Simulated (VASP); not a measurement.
## Ru: relaxation of the atoms with PBE+D3(BJ)

Slab: Ru, a slab with vacuum.

```xyz
12
Lattice="5.4000 0.0000 0.0000 2.7000 4.6765 0.0000 0.0000 0.0000 20.7768" Properties=species:S:1:pos:R:3 pbc="T T T"
Ru    0.0000    0.0000    2.5000
Ru    2.7000    0.0000    2.5000
Ru    1.3500    2.3383    2.5000
Ru    4.0500    2.3383    2.5000
Ru    5.4000    1.5588    4.6384
Ru    2.7000    1.5588    4.6384
Ru    6.7500    3.8971    4.6384
Ru    4.0500    3.8971    4.6384
Ru    0.0000    0.0000    6.7768
Ru    2.7000    0.0000    6.7768
Ru    1.3500    2.3383    6.7768
Ru    4.0500    2.3383    6.7768
```

The cell was built by a generator and needn't be a form met in nature.

```json
{
 "Program": "VASP 6.6.1",
 "Task": "relaxation of the atoms",
 "Functional": "PBE",
 "Dispersion": "D3(BJ)",
 "Potentials or basis": "VASP PAW PBE potentials, release 64 (Ru_pv)",
 "Cutoff": "400 eV",
 "k mesh": "6 × 6 × 1",
 "Occupations": "methfessel-paxton, width 0.1 eV",
 "Spin": "no spin polarisation",
 "Atoms held fixed (from 0)": "[0, 1, 2, 3, 4, 5, 6, 7]",
 "Further INCAR settings": "LREAL = Auto; ALGO = Fast; EDIFF = 1e-06; ISYM = 0; IBRION = 2; EDIFFG = -0.03; NSW = 120"
}
```

```yaml
Energy_gained_by_relaxing: 11.9 meV/atom
Ionic_steps: 3
Band_gap_on_the_k_mesh: none (metal or under the smearing width)
Dispersion_energy_per_atom: -0.409 eV
```

The path:
| step | energy change (eV) | largest force (eV/Å) | pressure (GPa) |
| --- | --- | --- | --- |
| 1 | 0.0000 | 0.8756 | -4.75 |
| 2 | -0.1115 | 0.7933 | -4.08 |
| 3 | -0.1424 | 0.7240 | -3.46 |

Final structure:
```xyz
12
Lattice="5.4000 0.0000 0.0000 2.7000 4.6765 0.0000 0.0000 0.0000 20.7768" Properties=species:S:1:pos:R:3 pbc="T T T"
Ru    0.0000    0.0000    2.5000
Ru    2.7000    0.0000    2.5000
Ru    1.3500    2.3383    2.5000
Ru    4.0500    2.3383    2.5000
Ru    5.4000    1.5588    4.6384
Ru    2.7000    1.5588    4.6384
Ru    6.7500    3.8971    4.6384
Ru    4.0500    3.8971    4.6384
Ru    2.7000    4.6765    6.6993
Ru    2.7000    0.0000    6.6993
Ru    1.3500    2.3383    6.6993
Ru    4.0500    2.3383    6.6993
```

Levels at points of the mesh, in eV from the Fermi level:
```tsv
k point	band 81	band 82	band 83	band 84	band 85	band 86	band 87	band 88
(0.00, 0.00, 0.00)	0.40	0.40	0.40	0.52	0.52	1.03	1.04	1.04
(0.50, 0.00, 0.00)	-0.83	-0.83	-0.42	-0.42	-0.29	-0.29	-0.15	-0.15
(0.50, 0.50, 0.00)	-0.83	-0.83	-0.42	-0.42	-0.29	-0.29	-0.15	-0.15
(0.00, 0.50, 0.00)	-0.83	-0.83	-0.42	-0.42	-0.29	-0.29	-0.15	-0.15
```

It took 15 min on 4 MPI ranks on Intel(R) Xeon(R) Platinum 8375C CPU @ 2.90GHz (Ice Lake), on a shared host, peak memory 0.75 GiB a rank.
